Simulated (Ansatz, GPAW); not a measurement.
This is a calculation of Si2Mo for GPAW 26.7.0 (ASE script). 

The input run.py:

```python
from ase.dft.bandgap import bandgap
from ase.io import read, write
from ase.units import Bohr, GPa
from gpaw import GPAW, PW
from gpaw.elf import elf_from_dft_calculation

atoms = read('POSCAR')

calc = GPAW(mode=PW(600),
            xc='PBE',
            kpts={'size': (12, 12, 12), 'gamma': True},
            occupations={'name': 'methfessel-paxton', 'order': 0, 'width': 0.025},
            nbands=23,
            convergence={'density': 1e-05, 'energy': 1e-05},
            maxiter=150,
            txt='gpaw.txt')
atoms.calc = calc
energy = atoms.get_potential_energy()
forces = atoms.get_forces()
stress = atoms.get_stress()
calc.write('gs.gpw')
write('result.traj', atoms)
print(f'Energy: {energy:.6f} eV')
print('Forces (eV/A):')
print(forces.round(4))
print('Stress (GPa):', (stress / GPa).round(3))
print('Fermi level:', round(calc.get_fermi_level(), 4), 'eV')
print(f'Gap: {bandgap(calc)[0]:.4f} eV, direct: {bandgap(calc, direct=True)[0]:.4f} eV')

# fields on the real-space grid
write('density.cube', atoms, data=calc.get_pseudo_density() * Bohr**3)
write('potential.cube', atoms, data=calc.get_electrostatic_potential())
write('elf.cube', atoms, data=elf_from_dft_calculation(calc).data)
```

POSCAR

```
Si2Mo
1.0
   -1.6000000000      1.6000000000      3.9305000000
    1.6000000000     -1.6000000000      3.9305000000
    1.6000000000      1.6000000000     -3.9305000000
Mo Si
1 2
Direct
    0.0000000000      0.0000000000      0.0000000000
    0.6670000000      0.6670000000      0.0000000000
    0.3330000000      0.3330000000      0.0000000000
```

Potentials or basis: GPAW PAW data sets (gpaw-data 1.2.1), pw.

Run with:

```sh
$ OMP_NUM_THREADS=1 python run.py
```

Question: What does the same run look like in Ansatz 0.2.0? Potentials or basis there: Ansatz PAW, cutoff 420 eV.

Answer: As run (cutoffs and basis follow the program's own potentials, and thresholds, step limits or extra output files can differ):

input.yaml

```yaml
crystal:
  lattice:
    - [-1.6, 1.6, 3.9305]
    - [1.6, -1.6, 3.9305]
    - [1.6, 1.6, -3.9305]
  atoms:
    - { symbol: Mo, position: [0.0, 0.0, 0.0] }
    - { symbol: Si, position: [0.667, 0.667, 0.0] }
    - { symbol: Si, position: [0.333, 0.333, 0.0] }
hamiltonian:
  xc: pbe
  pseudopotentials: { kind: paw }
kpoints:
  mp_grid: { grid: [12, 12, 12] }
scf:
  occupations: { method: gaussian, width: 0.025 }
output:
  forces: true
  stress: true
  eigenvalues: true
  write_density: true
  write_potential: true
  elf: true
  volumetric_format: npy
```

Potentials or basis: Ansatz PAW.

The run is started by

```sh
$ ansatz run input.yaml --threads 2 --pin off --max-ram 5632MiB --backend cpu --events-out ev --progress --plain --runs-dir out
```

Both were run:

|  | GPAW | Ansatz |
| --- | --- | --- |
| Pressure | 2.8 GPa | 2.2 GPa |
| Largest force | 0.263 eV/Å | 0.276 eV/Å |

Ansatz's pressure holds a Pulay term of +0.04 GPa for its cutoff of 420 eV, which the other run lacks.

Where Ansatz's input types no cutoff or centring, it takes its own default and a Γ-centred mesh.

Pressure is positive in compression.
